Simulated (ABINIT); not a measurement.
# Quasiparticle gap of BeTe (F-43m) in ABINIT, part 3 of 3

How does a plane-wave GW calculation on BeTe (F-43m) run from the first input to the gap?

ABINIT 10.8.3; LDA and many-body steps on it, plane waves. Known limits of the many-body steps: not at the basis limit; exchange with frozen shells missing; no spin-orbit coupling; coarse k mesh.

So far. Step 3 (Bands along the symmetry lines): The gap is 1.775 eV, as in the run before at this level. Step 4 (Empty states on the mesh, 4×4×4 mesh, 42 bands): On this mesh the gap is 1.775 eV.

The database entry behind the starting cell differs from later determinations by our own check (an axis about 1.5 % short against later determinations), so it need not match the best structure at ambient conditions.

## (5) Screening, 4×4×4 mesh, 38 bands, screening to 106.1 eV

The RPA dielectric matrix is built and inverted for each q.

This step: RPA screening on LDA, plane waves, norm-conserving pseudopotentials.

Contents of run.abi:

```
acell 3*1.0 Angstrom
rprim 
  0.000000000000 2.770000000000 2.770000000000
  2.770000000000 0.000000000000 2.770000000000
  2.770000000000 2.770000000000 -0.000000000000
ntypat 2
znucl 4 52
natom 2
typat 1 2
xred 
  0.000000000000 0.000000000000 0.000000000000
  0.250000000000 0.250000000000 0.250000000000
pp_dirpath "pseudos"
pseudos "Be.upf, Te.upf"
ecut 38
ngkpt 4 4 4
nshiftk 1
shiftk 0 0 0
kptopt 1
chksymbreak 0
istwfk *1
occopt 1
irdwfk 1
optdriver 3
nband 38
ecuteps 3.9
inclvkb 2
awtr 1
symchi 1
indata_prefix "in"
outdata_prefix "out"
tmpdata_prefix "tmp"
```

Started as:

```console
$ OMP_NUM_THREADS=1 mpirun -n 4 abinit run.abi > log
```

Numbers of over 12 decimals in the logs are rounded to 6 here.

Log:

```text
.Version 10.8.3 of ABINIT. v10.8.2 released Aug 2026.

 Symmetries : space group F-4 3 m (#216); Bravais cF (face-center cubic)
[... echo of the input left out ...]
== DATASET  1 ==================================================================
-   mpi_nproc: 4, omp_nthreads: 1 (-1 if OMP is not activated)

--- !DatasetInfo
iteration_state: {dtset: 1, }
dimensions: {natom: 2, nkpt: 8, mband: 38, nsppol: 1, nspinor: 1, nspden: 1, mpw: 3250, }
cutoff_energies: {ecut:  38.0, pawecutdg:  -1.0, }
electrons: {nelect:   2.00000000E+01, charge:   0.00000000E+00, occopt:   1.00000000E+00, tsmear:   1.00000000E-02, }

 SCREENING: Calculation of the susceptibility and dielectric matrices

 Based on a program developped by R.W. Godby, V. Olevano, G. Onida, and L. Reining.
 Incorporated in ABINIT by V. Olevano, G.-M. Rignanese, and M. Torrent.
.Using double precision arithmetic ; gwpc =  8

[... cell and pseudopotentials left out ...]
--------------------------------------------------------------------------------

 ==== K-mesh for the wavefunctions ====
 Number of points in the irreducible wedge :     8
[... list of points left out ...]
 Together with 24 symmetry operations and time-reversal symmetry
 yields    64 points in the full Brillouin Zone.

 ==== Q-mesh for the screening function ====
 Number of points in the irreducible wedge :     8
[... list of points left out ...]
 Together with 24 symmetry operations and time-reversal symmetry
 yields    64 points in the full Brillouin Zone.

 setmesh: FFT mesh size selected  =    27x   27x   27
          total number of points  =        19683

 vcoul_init : cutoff-mode = AUXILIARY_FUNCTION
 q-points for optical limit:   1
     1)      0.000010    0.000020    0.000030

- screening: taking advantage of time-reversal symmetry
- Maximum band index for partially occupied states nbvw = 10
- Remaining bands to be divided among processors   nbcw = 28
- Number of bands treated by each node ~7

 Number of electrons calculated from density =   20.0000; Expected =   20.0000
 average of density, n =  0.069721
 r_s =    1.5072
 omega_plasma =   25.4705 [eV]

 calculating chi0 at frequencies [eV] :
  1    0.000000E+00    0.000000E+00
  2    0.000000E+00    2.547051E+01

--------------------------------------------------------------------------------
  q-point number  1        q = ( 0.000000, 0.000000, 0.000000) [r.l.u.]
--------------------------------------------------------------------------------
[... chi0 elements left out ...]
 For q-point:  0.000010 0.000020 0.000030
  dielectric constant =   9.3036
  dielectric constant without local fields =  10.5834

  Average fulfillment of the sum rule on Im[epsilon] for q-point    1 :     43.36  [%]
[... wings left out ...]
  q-point number  2        q = ( 0.250000, 0.000000, 0.000000) [r.l.u.]
--------------------------------------------------------------------------------
[... chi0 elements left out ...]
  Average fulfillment of the sum rule on Im[epsilon] for q-point    2 :     60.98  [%]

 [... 6 further q-points ...]
```

Wall time 13 s (4 MPI ranks of Arm Neoverse N1, shared host); peak memory 0.5 GiB.

Numbers from this step:

| Property | Result |
| --- | --- |
| ε∞ with local fields, on this mesh, along the program's q direction | 9.304 |
| the same without local fields | 10.58 |
| plasma frequency | 25.47 eV |
| plane waves in the screening matrix | 113 |

Local fields lower ε∞ by 12 %. On a Γ-centred mesh this coarse the value itself is usually too large, while a short band sum pulls it down.

## (6) Self-energy, 4×4×4 mesh, 38 bands, screening to 106.1 eV

The self-energy is evaluated for the states that the input lists, and the levels follow from it, in one-shot runs by the linearised quasiparticle equation.

This step: G0W0 on LDA, plane waves, norm-conserving pseudopotentials.

Changes to run.abi since step 5:

```diff
@@ -23,8 +23,17 @@
 irdwfk 1
-optdriver 3
+optdriver 4
 nband 38
+gwcalctyp 0
+ecutsigx 38
+symsigma 1
+nkptgw 2
+kptgw 
+  0.0000000000 0.0000000000 0.0000000000
+  0.5000000000 0.5000000000 0.0000000000
+bdgw 
+  8 13
+  9 12
 ecuteps 3.9
-inclvkb 2
-awtr 1
-symchi 1
+irdscr 1
+ppmodel 1
 indata_prefix "in"
```

Log:

```text
.Version 10.8.3 of ABINIT. v10.8.2 released Aug 2026.

 Symmetries : space group F-4 3 m (#216); Bravais cF (face-center cubic)
[... echo of the input left out ...]
== DATASET  1 ==================================================================
-   mpi_nproc: 4, omp_nthreads: 1 (-1 if OMP is not activated)

--- !DatasetInfo
iteration_state: {dtset: 1, }
dimensions: {natom: 2, nkpt: 8, mband: 38, nsppol: 1, nspinor: 1, nspden: 1, mpw: 3250, }
cutoff_energies: {ecut:  38.0, pawecutdg:  -1.0, }
electrons: {nelect:   2.00000000E+01, charge:   0.00000000E+00, occopt:   1.00000000E+00, tsmear:   1.00000000E-02, }

 SIGMA: Calculation of the GW corrections

 Based on a program developped by R.W. Godby, V. Olevano, G. Onida, and L. Reining.
 Incorporated in ABINIT by V. Olevano, G.-M. Rignanese, and M. Torrent.
.Using double precision arithmetic ; gwpc =  8

[... cell and pseudopotentials left out ...]
--------------------------------------------------------------------------------

 ==== K-mesh for the wavefunctions ====
 Number of points in the irreducible wedge :     8
[... list of points left out ...]
 Together with 24 symmetry operations and time-reversal symmetry
 yields    64 points in the full Brillouin Zone.

 ==== Q-mesh for screening function ====
 Number of points in the irreducible wedge :     8
[... list of points left out ...]
 Together with 24 symmetry operations and time-reversal symmetry
 yields    64 points in the full Brillouin Zone.

 vcoul_init : cutoff-mode = AUXILIARY_FUNCTION
 q-points for optical limit:   1
     1)      0.000010    0.000020    0.000030
 setmesh: FFT mesh size selected  =    45x   45x   45
          total number of points  =        91125

 Number of electrons calculated from density =   20.0000; Expected =   20.0000
 average of density, n =  0.069721
 r_s =    1.5072
 omega_plasma =   25.4705 [eV]

 === KS Band Gaps ===
  >>>> For spin  1
   Minimum direct gap =   3.6005 [eV], located at k-point      :   0.0000  0.0000  0.0000
   Fundamental gap    =   1.7748 [eV], Top of valence bands at :   0.0000  0.0000  0.0000
                                       Bottom of conduction at :   0.5000  0.5000  0.0000
 SIGMA fundamental parameters:
 PLASMON POLE MODEL  1
 number of plane-waves for SigmaX                 3143
 number of plane-waves for SigmaC and W            113
 number of plane-waves for wavefunctions          3143
 number of bands                                    38
 number of independent spin polarizations            1
 number of spinorial components                      1
 number of k-points in IBZ                           8
 number of q-points in IBZ                           8
 number of symmetry operations                      24
 number of k-points in BZ                           64
 number of q-points in BZ                           64
 number of frequencies for dSigma/dE                 9
 frequency step for dSigma/dE [eV]                0.25
 number of omega for Sigma on real axis              0
 max omega for Sigma on real axis  [eV]           0.00
 zcut for avoiding poles [eV]                     0.10

 EPSILON^-1 parameters (SCR file):
 dimension of the eps^-1 matrix on file            113
 dimension of the eps^-1 matrix used               113
 number of plane-waves for wavefunctions          3143
 number of bands                                    38
 number of q-points in IBZ                           8
 number of frequencies                               2
 number of real frequencies                          1
 number of imag frequencies                          1

 matrix elements of self-energy operator (all in [eV])

 Perturbative Calculation

--- !SelfEnergy_ee
iteration_state: {dtset: 1, }
kpoint     : [   0.000,    0.000,    0.000, ]
spin       : 1
KS_gap     :    3.600
QP_gap     :    5.168
Delta_QP_KS:    1.567
data: !SigmaeeData |
     Band     E0 <VxcDFT>   SigX SigC(E0)      Z dSigC/dE  Sig(E)    E-E0       E
        8   4.477 -12.924 -15.485   1.836   0.808  -0.238 -13.510  -0.585   3.892
        9   4.477 -12.924 -15.485   1.836   0.808  -0.238 -13.510  -0.585   3.892
       10   4.477 -12.924 -15.485   1.836   0.808  -0.238 -13.510  -0.585   3.892
       11   8.077 -10.658  -5.759  -3.680   0.805  -0.242  -9.676   0.982   9.059
       12   8.077 -10.658  -5.759  -3.680   0.805  -0.242  -9.676   0.982   9.059
       13   8.077 -10.658  -5.759  -3.680   0.805  -0.242  -9.676   0.982   9.059

--- !SelfEnergy_ee
iteration_state: {dtset: 1, }
kpoint     : [   0.500,    0.500,    0.000, ]
spin       : 1
KS_gap     :    4.592
QP_gap     :    5.952
Delta_QP_KS:    1.361
data: !SigmaeeData |
     Band     E0 <VxcDFT>   SigX SigC(E0)      Z dSigC/dE  Sig(E)    E-E0       E
        9   1.660 -11.681 -14.969   2.427   0.791  -0.265 -12.362  -0.681   0.979
       10   1.660 -11.681 -14.969   2.427   0.791  -0.265 -12.362  -0.681   0.979
       11   6.252  -9.265  -4.980  -3.455   0.818  -0.222  -8.586   0.680   6.931
       12   7.107  -9.984  -5.491  -3.498   0.812  -0.231  -9.176   0.808   7.915

== END DATASET(S) ==============================================================
================================================================================

 -outvars: echo values of variables after computation  --------
           etotal      0.0000000000E+00
            nband          38
             nkpt           8
          spgroup         216
 [... the other variables as echoed above ...]

 Calculation completed.
```

The job ended after 5.6 s (4 MPI ranks; peak memory 0.63 GiB; 22 s of CPU time).

Numbers from this step:

| Item | Value |
| --- | --- |
| G0W0 gap on the points computed | 3.039 eV |
| starting gap on the mesh | 1.775 eV |
| k of the valence top | 0, 0, 0 |
| k of the conduction bottom | 0.5, 0.5, 0 |
| Z at the valence top | 0.808 |
| Z at the conduction bottom | 0.818 |
| least direct G0W0 gap on the computed points | 5.167 eV |

The gap on the mesh goes from 1.77 eV to 3.04 eV, a correction of +1.26 eV.

Limits: finite bands, cutoff and mesh; exchange with frozen shells missing; no spin-orbit coupling; coarse k mesh. v1 is the top filled band, c1 the lowest empty one. The levels before and after the correction (eV, zero at the valence-band top of each column):

```
           conduction bottom  valence top
Kohn-Sham               1.77         0.00
     G0W0               3.04         0.00
```

```
                       level  energy (eV)
Kohn-Sham            Γ v3-v1        0.000
Kohn-Sham            Γ c1-c3        3.600
Kohn-Sham  (0.5 0.5 0) v2-v1       -2.817
Kohn-Sham     (0.5 0.5 0) c1        1.775
Kohn-Sham     (0.5 0.5 0) c2        2.630
     G0W0            Γ v3-v1        0.000
     G0W0            Γ c1-c3        5.167
     G0W0  (0.5 0.5 0) v2-v1       -2.913
     G0W0     (0.5 0.5 0) c1        3.039
     G0W0     (0.5 0.5 0) c2        4.023
```

## (7) Where the time went

Times are wall times on 4 MPI ranks of Arm Neoverse N1, shared host, good to a factor of about two.

```
                          step   time  share  memory (GiB)
                  ground state   15 s   22 %          0.31
bands along the symmetry lines   21 s   32 %          0.29
      empty states on the mesh   12 s   19 %          0.27
                     screening   13 s   19 %           0.5
                   self-energy  5.6 s    8 %          0.63
```

## (8) Results

```json
{
 "LDA gap": "1.77 eV, indirect",
 "G0W0 gap on the mesh": "3.04 eV",
 "GW settings": "4×4×4 mesh, 38 bands, screening to 106.1 eV, Godby-Needs plasmon pole",
 "known limits": "not at the basis limit; exchange with frozen shells missing; no spin-orbit coupling; coarse k mesh"
}
```

**Reading.** G0W0 moves the gap on the mesh from 1.77 eV to 3.04 eV (+1.26 eV), with Z of 0.81 and 0.82 at the edges. Local fields lower the RPA ε∞ on this mesh from 10.58 to 9.30; a Γ-centred mesh this coarse tends to raise both, most where the direct gap is narrow, while a short band sum lowers them. Only 2 of the mesh's irreducible points were corrected, so a valley elsewhere could overtake. Bands and cutoff are finite, so the gap is not at the basis limit. The miss can reach some tenths of an eV and take either sign; the mesh is an error of its own. In the G0W0 run levels were corrected at 2 k points alone, so a gap called «on the mesh» is the least over those, and an edge elsewhere would be missed. The 4×4×4 mesh is coarse for this cell, which bears on the long-range parts of exchange and screening. The norm-conserving file of at least one element keeps a d shell over frozen s and p shells of the same row. Exchange with those shells is missing from the self-energy, an error of 0.3 to 0.9 eV in cases checked, whose sign depends on which edge lies on those atoms. The many-body steps are scalar-relativistic: spin-orbit coupling is not in them.

[Paths, hosts, dates, memory and timing lines, banners, echoed tables and standing remarks are left out of the program output.]

[Logs are printed without paths, hosts, clocks, repeated set-up lines and the standing remarks that a program may print on its own settings, such as how far it seeks lower states.]

[Runs of the session that timed out or met a known fault of the program may be left out.]

[Hosts, paths, dates, database ids (printed as entryN), source tags and the programs' standing remarks are cut or masked in the printed files.]

[G0W0 gaps are taken among the corrected bands and points alone; a level outside them can change the order at an edge.]

[Where Ansatz stands beside ABINIT at settings called matched, ABINIT's density can come from a denser mesh and the files from another edition; pairs whose starting gaps differed by over 0.03 eV were left out, so agreement reads better than it is.]
